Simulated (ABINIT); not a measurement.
Input of an ABINIT 10.8.3 (patched build) run:

Contents of run.abi:

```
ndtset 7
getwfk -1
scalecart1 3*0.9795861087
scalecart2 3*0.9864848297
scalecart3 3*0.9932883884
scalecart4 3*1.0000000000
scalecart5 3*1.0066227096
scalecart6 3*1.0131594038
scalecart7 3*1.0196128224

pp_dirpath "./"
pseudos "Ti.GGA_PBE-JTH.xml"

acell 5.3711598245 5.3711598245 5.3711598245
rprim
    -0.5773502692     0.5773502692     0.5773502692
     0.5773502692    -0.5773502692     0.5773502692
     0.5773502692     0.5773502692    -0.5773502692
ntypat 1
znucl 22
natom 1
typat 1
xred
     0.0000000000     0.0000000000     0.0000000000

ecut 326.536635 eV
pawecutdg 24.0

kptopt 1
ngkpt 11 11 11
nshiftk 1
shiftk 0.0 0.0 0.0

ixc -497498
usekden 1
pawxcdev 0

nband 10
occopt 3
tsmear 0.05 eV

nstep 100
tolvrs 1.0e-7

iomode 3
prtwf 1
prtden 0
prteig 0
prtebands 0
enunit 2
```

Potentials or basis: JTH PAW PBE v2.0.

Run with:

```bash
$ abinit run.abi > log 2>&1
```

Problem. Estimate the equilibrium volume.

Solution. 17.53 Å³/atom (rough: see the caveat).

Problem. Predict the bulk modulus.

Solution. 368 GPa (rough).

Energy against volume, from the lowest point:
| volume (Å³/atom) | energy (meV/atom) |
| --- | --- |
| 16.616 | 57.19 |
| 16.969 | 20.97 |
| 17.323 | 0.00 |
| 17.676 | 1.26 |
| 18.030 | 3.63 |
| 18.383 | 51.31 |
| 18.737 | 78.15 |

Caveat: the cutoff is too short for stress, so the log's stress isn't used; pressures at fixed basis lie under the slope of the energies; the fit is doubtful: noisy points or a state that changes with volume; the PAW data sets were made with another functional, which shifts forces and pressure a little.
